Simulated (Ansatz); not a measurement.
# The perfect armchair MoS2 nanoribbon (N = 9, bare edges), part 2 of 2

Wanted: the relaxed geometry and the bands of the armchair MoS2 nanoribbon (N = 9, bare edges).

Ansatz 0.2.0; DFT PBE, plane waves, PAW; relaxation of a wire's period (the session's first sound run).

So far, band gap (eV): step 3 (the wire at its relaxed period) 0.490; step 4 (strain along the wire, period over the relaxed period 0.96, k-mesh 1×1×12) 0.421; step 5 (At a strained period, period over the relaxed period 0.98, k-mesh 1×1×12) 0.457.

**6. Strain along the wire, period over the relaxed period 1.02, k-mesh 1×1×11 (continued)**

Relaxation path:

| step | energy less that of the first step (eV) | largest force component (eV/Å) |
| --- | --- | --- |
| 1 | 0.0000 | 0.4178 |
| 2 | -0.0325 | 0.2350 |
| 3 | -0.0471 | 0.0842 |
| 4 | -0.0479 | 0.0558 |
| 5 | -0.0483 | 0.0132 |

Forces are held to the 4 operations that the run works with; a distortion that breaks them can't arise in this run.

The atoms that moved most (Å):

| atom | dx | dy | dz | length |
| --- | --- | --- | --- | --- |
| Mo5 | -0.043 | 0.000 | 0.031 | 0.053 |
| Mo1 | 0.043 | 0.000 | 0.031 | 0.053 |
| S6 | 0.047 | 0.002 | -0.005 | 0.048 |
| S7 | 0.047 | -0.002 | -0.005 | 0.048 |
| S14 | -0.047 | 0.002 | -0.005 | 0.048 |
| S15 | -0.047 | -0.002 | -0.005 | 0.048 |
| Mo16 | 0.022 | 0.000 | 0.009 | 0.023 |
| Mo19 | -0.022 | 0.000 | 0.009 | 0.023 |

Final coordinates:

```xyz
27
Lattice="19.7200 0.0000 0.0000 0.0000 10.1200 0.0000 0.0000 0.0000 5.5864" Properties=species:S:1:pos:R:3
Mo    3.7102    5.0600    0.1534
Mo    6.6822    5.0600    5.5547
Mo    9.8600    5.0600    0.0108
Mo   13.0378    5.0600    5.5547
Mo   16.0098    5.0600    0.1534
S     3.4567    6.6166    1.8065
S     3.4567    3.5034    1.8065
S     6.6521    6.5829    1.8625
S     6.6521    3.5371    1.8625
S     9.8600    6.6242    1.8620
S     9.8600    3.4958    1.8620
S    13.0679    6.5829    1.8625
S    13.0679    3.5371    1.8625
S    16.2633    6.6166    1.8065
S    16.2633    3.5034    1.8065
Mo    5.0195    5.0600    2.8487
Mo    8.2792    5.0600    2.7942
Mo   11.4408    5.0600    2.7942
Mo   14.7005    5.0600    2.8487
S     5.1121    6.6520    4.6233
S     5.1121    3.4680    4.6233
S     8.2799    6.6170    4.6509
S     8.2799    3.5030    4.6509
S    11.4401    6.6170    4.6509
S    11.4401    3.5030    4.6509
S    14.6079    6.6520    4.6233
S    14.6079    3.4680    4.6233
```

The gap is 0.522 eV, against 0.490 eV under PBE at the relaxed period, with no moment.

**7. Strain along the wire, period over the relaxed period 1.04, k-mesh 1×1×11**

The period is set to 1.04 times the relaxed one and the atoms relax within it: strain changes bond lengths and angles, which shifts the bands against each other. Against the first PBE run of this kind, the mesh along the wire has 11 points against 15.

The cell differs from the one that the last finished run ended in (c 5.586 → 5.696 Å).

Contents of input.yaml:

```yaml
crystal:
  lattice:
    - [19.72, 0.0, 0.0]
    - [0.0, 10.12, 0.0]
    - [0.0, 0.0, 5.6959246268]
  atoms:
    - { symbol: Mo, position: [0.185967825, 0.5, 0.021887142], spin: 0.3 }
    - { symbol: Mo, position: [0.338209799, 0.5, 0.994335355] }
    - { symbol: Mo, position: [0.5, 0.5, 0.001139288] }
    - { symbol: Mo, position: [0.661790201, 0.5, 0.994335355] }
    - { symbol: Mo, position: [0.814032175, 0.5, 0.021887142], spin: 0.3 }
    - { symbol: S, position: [0.172892734, 0.653656591, 0.324247873] }
    - { symbol: S, position: [0.172892734, 0.346343409, 0.324247873] }
    - { symbol: S, position: [0.336626966, 0.651564004, 0.334375284] }
[... 15 atom lines left out ...]
    - { symbol: S, position: [0.580540978, 0.65466453, 0.833350214] }
    - { symbol: S, position: [0.580540978, 0.34533547, 0.833350214] }
    - { symbol: S, position: [0.741657851, 0.657922582, 0.828684636] }
    - { symbol: S, position: [0.741657851, 0.342077418, 0.828684636] }
magnetization:
  spin_polarized: true
kpoints:
  mp_grid: { grid: [1, 1, 11] }
  band_path: { path: ["Γ", Z], npoints: 90 }
scf:
  occupations: { method: fermi_dirac, width: 0.05 }
hamiltonian:
  xc: pbe
relax:
  max_steps: 40
  f_tol: 0.02
output:
  stress: true
```

On the command line:

```bash
ansatz run input.yaml --threads 4 --pin off --max-ram 16384MiB --backend cpu --events-out ev --progress --plain --runs-dir out
```

Wall time 13 min (4 threads of Intel Xeon Platinum 8259CL at 2.50GHz (Skylake/Cascade Lake), shared host); peak memory 13 GiB; 52 min of CPU time.

Relaxation path:

| step | energy less that of the first step (eV) | largest force component (eV/Å) |
| --- | --- | --- |
| 1 | 0.0000 | 0.8031 |
| 2 | -0.1175 | 0.4731 |
| 3 | -0.1786 | 0.1675 |
| 4 | -0.1819 | 0.1124 |
| 5 | -0.1833 | 0.0253 |
| 6 | -0.1833 | 0.0241 |
| 7 | -0.1835 | 0.0016 |

The run keeps the 4 symmetry operations that it works with, so distortions that break them were not tested.

The atoms that moved most (Å):

| atom | dx | dy | dz | length |
| --- | --- | --- | --- | --- |
| Mo5 | -0.082 | 0.000 | 0.063 | 0.104 |
| Mo1 | 0.082 | 0.000 | 0.063 | 0.104 |
| S6 | 0.090 | 0.001 | -0.009 | 0.090 |
| S7 | 0.090 | -0.001 | -0.009 | 0.090 |
| S14 | -0.090 | 0.001 | -0.009 | 0.090 |
| S15 | -0.090 | -0.001 | -0.009 | 0.090 |
| Mo19 | -0.043 | 0.000 | 0.015 | 0.045 |
| Mo16 | 0.043 | 0.000 | 0.015 | 0.045 |

Final coordinates:

```xyz
27
Lattice="19.7200 0.0000 0.0000 0.0000 10.1200 0.0000 0.0000 0.0000 5.6959" Properties=species:S:1:pos:R:3
Mo    3.7498    5.0600    0.1878
Mo    6.6939    5.0600    5.6624
Mo    9.8600    5.0600    0.0145
Mo   13.0261    5.0600    5.6624
Mo   15.9702    5.0600    0.1878
S     3.4994    6.6164    1.8378
S     3.4994    3.5036    1.8378
S     6.6657    6.5719    1.8936
S     6.6657    3.5481    1.8936
S     9.8600    6.6166    1.8953
S     9.8600    3.5034    1.8953
S    13.0543    6.5719    1.8936
S    13.0543    3.5481    1.8936
S    16.2206    6.6164    1.8378
S    16.2206    3.5036    1.8378
Mo    5.0404    5.0600    2.9110
Mo    8.2874    5.0600    2.8520
Mo   11.4326    5.0600    2.8520
Mo   14.6796    5.0600    2.9110
S     5.1269    6.6444    4.7086
S     5.1269    3.4756    4.7086
S     8.2877    6.6090    4.7378
S     8.2877    3.5110    4.7378
S    11.4323    6.6090    4.7378
S    11.4323    3.5110    4.7378
S    14.5931    6.6444    4.7086
S    14.5931    3.4756    4.7086
```

The gap is 0.542 eV, against 0.490 eV under PBE at the relaxed period, with no moment.

**8. At a strained period, period over the relaxed period 1.06, k-mesh 1×1×11**

The period is set to 1.06 times the relaxed one and the atoms relax within it: strain changes bond lengths and angles, which shifts the bands against each other. Against the first PBE run of this kind, the mesh along the wire has 11 points against 15.

The cell differs from the one that the last finished run ended in (c 5.696 → 5.805 Å).

input.yaml, as its differences from that of step 7:

```diff
@@ -4,3 +4,3 @@
     - [0.0, 10.12, 0.0]
-    - [0.0, 0.0, 5.6959246268]
+    - [0.0, 0.0, 5.8054616388]
   atoms:
```

The job ended after 12 min (4 threads; peak memory 14 GiB; 49 min of CPU time).

The gap is 0.486 eV, against 0.490 eV under PBE at the relaxed period, with no moment.

**9. Comparing the runs**

Times are for 4 threads of Intel Xeon Platinum 8259CL at 2.50GHz (Skylake/Cascade Lake), shared host. The runs compared:

| no. | period over the relaxed period | k-mesh | pressure (GPa) | band gap (eV) | time | memory (GiB) |
| --- | --- | --- | --- | --- | --- | --- |
| 1 | 0.96 | 1×1×12 | 1.023 | 0.421 | 13 min | 12 |
| 2 | 0.98 | 1×1×12 | 0.5125 | 0.457 | 12 min | 13 |
| 3 | 1.02 | 1×1×11 | -0.4276 | 0.522 | 12 min | 13 |
| 4 | 1.04 | 1×1×11 | -0.8227 | 0.542 | 13 min | 13 |
| 5 | 1.06 | 1×1×11 | -1.170 | 0.486 | 12 min | 14 |

**10. What came out**

```json
{
  "cell length, PBE": "5.477 Å",
  "gap, PBE": "0.490 eV",
  "gap, period scaled by 0.96": "0.421 eV",
  "gap, period scaled by 0.98": "0.457 eV",
  "gap, period scaled by 1.02": "0.522 eV",
  "gap, period scaled by 1.04": "0.542 eV",
  "gap, period scaled by 1.06": "0.486 eV"
}
```

In words: Under PBE the cell's length is 5.48 Å, no moment survives, and a gap of 0.49 eV makes it a semiconductor. Strain matters: under PBE the gap goes from 0.49 eV to 0.421 eV at 0.96 times the period, 0.457 eV at 0.98 times the period, 0.522 eV at 1.02 times the period, 0.542 eV at 1.04 times the period and 0.486 eV at 1.06 times the period. In the perfect wire the moments were started parallel, and no opposed start was run.

[Logs are printed without paths, hosts, clocks, repeated set-up lines and the standing remarks that a program may print on its own settings, such as how far it seeks lower states.]

[Hosts, paths, dates, database ids (printed as entryN), source tags and the programs' standing remarks are cut or masked in the printed files.]
